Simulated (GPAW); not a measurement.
A run of GPAW 26.7.0 is set up as follows.

Contents of run.py:

```python
from ase import Atoms
from ase.filters import FrechetCellFilter
from ase.io import write
from ase.optimize import BFGS
from ase.units import GPa
from gpaw import GPAW, PW, setup_paths

setup_paths.insert(0, '.')

atoms = Atoms(['Ti', 'O'],
              cell=[[3.031, 0.0, 0.0],
                    [-1.5155, 2.6249229989, 0.0],
                    [0.0, 0.0, 3.2377]],
              scaled_positions=[[0.6666666667, 0.3333333333, 0.0],
                                [0.0, 0.0, 0.5]],
              pbc=True)

calc = GPAW(mode=PW(800),
            xc='PBEsol',
            kpts={'size': (7, 7, 6), 'gamma': True},
            occupations={'name': 'fermi-dirac', 'width': 0.05},
            nbands=19,
            convergence={'density': 1e-05, 'forces': 0.0001},
            maxiter=150,
            txt='gpaw.txt')
atoms.calc = calc
opt = BFGS(FrechetCellFilter(atoms, scalar_pressure=30 * GPa), trajectory='relax.traj', logfile='-')
done = opt.run(fmax=0.02, steps=60)
calc.write('gs.gpw')
write('result.traj', atoms)
print('Converged:', done)
print('Cell:', atoms.cell.cellpar().round(4))
print('Volume:', round(atoms.get_volume(), 4))
print(atoms.get_scaled_positions().round(5))
```

Potentials or basis: PAW data sets generated in the run's folder for this functional, pw.

Command:

```console
$ gpaw-setup -f PBEsol O Ti
$ OMP_NUM_THREADS=1 python run.py
```

Task: Predict the relaxed cell.

Result: a = 2.699 Å, b = 2.699 Å, c = 2.731 Å, α = 90.00°, β = 90.00°, γ = 120.00°.

Task: Predict the relaxed volume.

Result: 8.61 Å³/atom.

Step by step:
| step | energy change (eV) | largest force (eV/Å) | pressure (GPa) | volume (Å³) |
| --- | --- | --- | --- | --- |
| 1 | 0.0000 | 0.0000 | -40.29 | 25.76 |
| 2 | -0.6935 | 0.0000 | -32.29 | 22.82 |
| 3 | -1.1301 | 0.0000 | 17.46 | 17.81 |
| 4 | -0.9969 | 0.0000 | 35.21 | 16.98 |
| 5 | -1.0411 | 0.0000 | 30.31 | 17.19 |
| 6 | -1.0452 | 0.0000 | 29.95 | 17.21 |
| 7 | -1.0493 | 0.0000 | 29.80 | 17.23 |

Caveat: later steps reuse the first step's grids; the volume moved by over 15 % at a fixed basis, so the end points are rough.
